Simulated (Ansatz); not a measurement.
# GaSb: band structure with revPBE

**The experiment to reproduce.**

A printed reference work, data compilation reports, for a bulk crystal of GaSb at 4.2 K: band gap 0.811 eV (direct).

The system is GaSb.

```
Sb Ga
1.0
     0.00000    3.05900    3.05900
     3.05900    0.00000    3.05900
     3.05900    3.05900    0.00000
Sb Ga
1 1
Direct
  0.75000 0.75000 0.75000
  0.00000 0.00000 0.00000
```

```
Program             : Ansatz 0.2.0
Task                : band structure
Functional          : revPBE
Potentials or basis : all-electron LAPW, scalar-relativistic
Cutoff              : 278 eV (chosen from the basis error)
Basis error allowed : 0.001 eV/atom
k mesh              : 8 × 8 × 8
Occupations         : fermi-dirac, width 0.05 eV
Spin                : no spin polarisation
```

* Pressure: 3.5 GPa
* Band gap on the k mesh: 0.12 eV, direct
* Band gap along the path: 0.12 eV, direct

Levels at the corners of the path, in eV from the valence-band top:
```tsv
point	band 18	band 19	band 20	band 21	band 22	band 23	band 24	band 25	band 26	band 27
Γ	-14.94	-11.45	0.00	0.00	0.00	0.12	2.80	2.80	2.80	5.97
X	-14.93	-9.01	-6.77	-2.56	-2.56	0.97	1.33	8.75	8.75	10.18
W	-14.94	-8.96	-6.64	-3.32	-3.10	3.72	4.40	4.46	4.82	10.00
K	-14.94	-9.07	-6.59	-3.58	-2.18	1.47	3.93	6.67	6.85	7.64
Γ	-14.94	-11.45	0.00	0.00	0.00	0.12	2.80	2.80	2.80	5.97
L	-14.94	-9.83	-6.33	-1.15	-1.15	0.47	3.78	3.78	6.60	9.49
U	-14.94	-9.07	-6.59	-3.58	-2.18	1.47	3.93	6.67	6.85	7.64
W	-14.94	-8.96	-6.64	-3.32	-3.10	3.72	4.40	4.46	4.82	10.00
```

It took 21 s on 1 thread of Arm Neoverse V2, with other jobs on the host, peak memory 0.3 GiB.

Measured gap of GaSb: 0.811 eV (direct; 4.2 K; a printed reference work, data compilation). This calculation gives 0.12 eV (-0.70 eV). Spin-orbit coupling on Ga, Sb is left out. The value is that of revPBE, without temperature or zero-point motion. Semilocal functionals fall short of measured gaps as a rule.

Caveat: spin-orbit coupling is left out, which moves the levels of the heavy elements.
